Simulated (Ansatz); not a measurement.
**C3H9N: a ladder of functionals and wavefunction methods**

Aim: compute C3H9N with functionals from several rungs and with coupled cluster. The yardstick is the atomisation energy at the CCSD(T) limit.

Computed with Ansatz 0.2.0, Gaussian basis. Level: functionals in def2-TZVPP, the program's frozen cores in correlated methods.

Plan: PBE-D4, r2SCAN-D4, PBE0-D4, B3LYP-D4, ωB97X-V, ωB97M-V, B2PLYP; CCSD(T)/def2-TZVPP; MP2/def2-QZVPP; extrapolation to the limit.

### Step 1. The geometry

The geometry comes from an earlier relaxation with PBE0-D4 in a triple-zeta def2 set; it is a stationary point, not always the lowest conformer.

SMILES `CCCN`, 13 atoms, charge 0, spin multiplicity 1.

Atoms are counted from 1 here; the program's logs count them from 0.

Bond lengths: C1–C2 1.519 Å, C1–H5 1.092 Å, C1–H6 1.094 Å, C1–H7 1.093 Å, C2–C3 1.526 Å, C2–H8 1.097 Å, C2–H9 1.096 Å, C3–N4 1.453 Å, C3–H10 1.096 Å, C3–H11 1.095 Å, N4–H12 1.013 Å, N4–H13 1.012 Å. Angles: C2–C1–H5 111.5°, C2–C1–H6 111.1°, C2–C1–H7 111.6°, H5–C1–H6 107.7°, H5–C1–H7 107.1°, H6–C1–H7 107.7°, C1–C2–C3 113.6°, C1–C2–H8 109.8°, C1–C2–H9 109.6°, C3–C2–H8 108.9°, C3–C2–H9 108.5°, H8–C2–H9 106.2°, C2–C3–N4 116.6°, C2–C3–H10 109.2°, C2–C3–H11 109.1°, N4–C3–H10 107.6°, N4–C3–H11 107.8°, H10–C3–H11 106.0° and more.

As a file:

```mol
C3H9N
  3D, bonds by distance, orders not assigned

 13 12  0  0  0  0  0  0  0  0999 V2000
   -1.3779    0.2218    0.5097 C   0  0
   -0.2983   -0.7887    0.1630 C   0  0
    1.0991   -0.1823    0.0676 C   0  0
    1.3040    0.8225   -0.9615 N   0  0
   -2.3590   -0.2515    0.5881 H   0  0
   -1.1672    0.7093    1.4665 H   0  0
   -1.4569    1.0032   -0.2510 H   0  0
   -0.5397   -1.2776   -0.7889 H   0  0
   -0.2826   -1.5827    0.9186 H   0  0
    1.3617    0.2703    1.0306 H   0  0
    1.8268   -0.9831   -0.0980 H   0  0
    1.0662    0.4514   -1.8738 H   0  0
    0.7091    1.6263   -0.8058 H   0  0
  1  2  8  0
  2  3  8  0
  3  4  8  0
  1  5  8  0
  1  6  8  0
  1  7  8  0
  2  8  8  0
  2  9  8  0
  3 10  8  0
  3 11  8  0
  4 12  8  0
  4 13  8  0
M  END
```

### Step 2. PBE-D4 (GGA)

in.yaml

```yaml
crystal:
  periodic: [false, false, false]
  atoms:
    - {symbol: C, position_ang: [-1.377876, 0.221753, 0.509745]}
    - {symbol: C, position_ang: [-0.298271, -0.788717, 0.162997]}
    - {symbol: C, position_ang: [1.099076, -0.182328, 0.067598]}
    - {symbol: N, position_ang: [1.303968, 0.822507, -0.961473]}
    - {symbol: H, position_ang: [-2.358955, -0.251464, 0.588101]}
    - {symbol: H, position_ang: [-1.167210, 0.709315, 1.466473]}
    - {symbol: H, position_ang: [-1.456854, 1.003163, -0.250999]}
    - {symbol: H, position_ang: [-0.539687, -1.277574, -0.788927]}
    - {symbol: H, position_ang: [-0.282641, -1.582687, 0.918557]}
    - {symbol: H, position_ang: [1.361748, 0.270284, 1.030649]}
    - {symbol: H, position_ang: [1.826802, -0.983082, -0.098032]}
    - {symbol: H, position_ang: [1.066232, 0.451384, -1.873829]}
    - {symbol: H, position_ang: [0.709064, 1.626346, -0.805761]}
basis:
  gaussian: {orbitals: def2-TZVPP}
hamiltonian: {xc: pbe, dispersion: d4}
output: {forces: true, orbitals: {seedname: orbitals}}
```

The run is started by

```console
$ ansatz run in.yaml --threads 4 --pin off --events-out ev --progress --plain --max-ram 10444MiB
```

After this run come: r2SCAN-D4 (meta-GGA); PBE0-D4 (hybrid); B3LYP-D4 (hybrid); ωB97X-V (range-separated); ωB97M-V (range-separated); B2PLYP (double hybrid); CCSD(T) in def2-TZVPP; MP2 in def2-QZVPP.

Q: Predict the results of all the runs planned. Wanted: atomisation energy, CCSD(T)/CBS; farthest; mean size of error, hybrid; mean size of error, range-separated; gap, smallest and largest; T1 diagnostic; triples share of the correlation energy.

As calculated:

| quantity | value |
| --- | --- |
| atomisation energy, CCSD(T)/CBS | 1172.6 kcal/mol |
| functionals within 5.9 kcal/mol (0.5 %) | r2SCAN-D4, PBE0-D4, B3LYP-D4, ωB97X-V, ωB97M-V |
| farthest | PBE-D4 (+21.0 kcal/mol) |
| mean size of error, hybrid | 4.6 kcal/mol |
| mean size of error, range-separated | 3.1 kcal/mol |
| gap, smallest and largest | 5.54 eV (PBE-D4), 12.16 eV (ωB97X-V) |
| T1 diagnostic | 0.0086 |
| triples share of the correlation energy | 3.6 % |

In words: PBE-D4 misses by +21.0 kcal/mol. Double hybrids carry the basis error of their MP2 part in triple zeta, and no dispersion term here, so their miss is partly the set-up's. The reference freezes the cores and leaves out relativity and excitations past (T), so misses under about 5.9 kcal/mol can't be ranked. Hartree-Fock recovers 74 % of the binding; the rest is correlation. The gap grows from 5.5 to 12.2 eV across the functionals, mostly with the share of exact exchange.
